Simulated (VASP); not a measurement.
Crystal: Be.

```
CELL_PARAMETERS angstrom
0.00000 2.37526 2.37526
2.37526 0.00000 2.37526
2.37526 2.37526 0.00000
ATOMIC_POSITIONS crystal
Be 0.25000 0.25000 0.25000
Be 0.75000 0.75000 0.75000
Be 0.50000 0.50000 0.50000
```

The cell was built by a generator and needn't be a form met in nature.

The cell isn't the ideal one: random cell by space group and Wyckoff sites (Fm-3m, No. 225).

```yaml
Program: VASP 6.6.1
Task: relaxation of cell and atoms
Functional: PBE
Potentials_or_basis: VASP PAW PBE potentials, release 64 (Be)
Cutoff: 600 eV
k_mesh: 6 × 6 × 6
Occupations: gaussian, width 0.1 eV
Spin: no spin polarisation
```

At the start: pressure 10.9 GPa; volume 8.93 Å³/atom.

Q: Where does the relaxation end?

A: Over 3 steps the energy falls by 30.9 meV/atom and the volume is 9.92 Å³/atom (+11.1 %); space group Fm-3m (No. 225, to 0.05 Å).

Step by step:
```csv
step,energy change (eV),largest force (eV/Å),pressure (GPa),volume (Å³)
1,0.0000,0.0000,10.94,26.80
2,-0.0904,0.0000,1.52,29.24
3,-0.0926,0.0000,-0.11,29.76
```

Final structure:
```xyz
3
Lattice="0.0000 2.4598 2.4598 2.4598 0.0000 2.4598 2.4598 2.4598 0.0000" Properties=species:S:1:pos:R:3 pbc="T T T"
Be    1.2299    1.2299    1.2299
Be    3.6896    3.6896    3.6896
Be    2.4598    2.4598    2.4598
```

Caveat: the k mesh is coarse (spacing up to 0.38 Å⁻¹), so the values aren't converged.
